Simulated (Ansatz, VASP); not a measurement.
# BN in VASP and in Ansatz

```
B N
1.0
     0.00000    1.80750    1.80750
     1.80750    0.00000    1.80750
     1.80750    1.80750    0.00000
B N
1 1
Direct
  0.00000 0.00000 0.00000
  0.25000 0.25000 0.25000
```

Alike in both runs: task electric field gradients; functional LDA; k mesh 14 × 14 × 14; occupations fermi-dirac, width 0.02 eV; no spin polarisation.

|  | VASP | Ansatz |
| --- | --- | --- |
| version | VASP 6.6.1 | Ansatz 0.2.0 |
| potentials or method | VASP PAW LDA potentials, release 64 (B, N) | plane-wave PAW, scalar-relativistic |
| plane-wave cutoff (eV) | 520 | 420 |
| valence electrons in the cell | 8 | 8 |

|  | VASP | Ansatz | Ansatz less VASP |
| --- | --- | --- | --- |
| gap on the k mesh at the Fermi level (eV) | 4.34 | 4.36 | +0.017 |
| pressure (GPa) | -10.1 | -11.0 | -0.87 |
| Vzz of the field gradient on the site that differs most (V/Å²) | 0.0 | 0.0 | 0.00 |

A k mesh can miss the band edges.
